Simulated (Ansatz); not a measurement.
Bi:

```
Bi
1.0
     4.65841    0.00000    0.00000
     0.00000    4.52639    0.00000
    -0.34597    0.00000    6.51195
Bi
4
Cartesian
  0.9120 1.1316 4.8757
  3.4005 3.3948 1.6362
  1.0780 1.1316 1.6207
  3.2345 3.3948 4.8913
```

Base run:

| Quantity | Value |
| --- | --- |
| Program | Ansatz 0.2.0 |
| Functional | PBE |
| Potentials or basis | Ansatz PAW |
| Cutoff | 420 eV |
| Density cutoff | 1680 eV |
| k mesh | 6 × 6 × 4 |
| Occupations | fermi-dirac, width 0.05 eV |
| Spin | no spin polarisation |

Its results: band gap on the k mesh none (metal or under the smearing width); pressure 1.1 GPa.

Q: The run is repeated on the same cell with these changes: functional from PBE to PBEsol. What comes out?

A: Band gap on the k mesh none (metal or under the smearing width); pressure -1.4 GPa.

PBEsol binds more tightly than PBE, so the same cell stands under less pressure.

Caveats: spin-orbit coupling is left out, which moves the levels of the heavy elements; the PAW data sets come from PBE, with cores solved anew for the run's functional, which leaves a small shift of forces and pressure (some runs).

Not every run made on this cell is shown here.
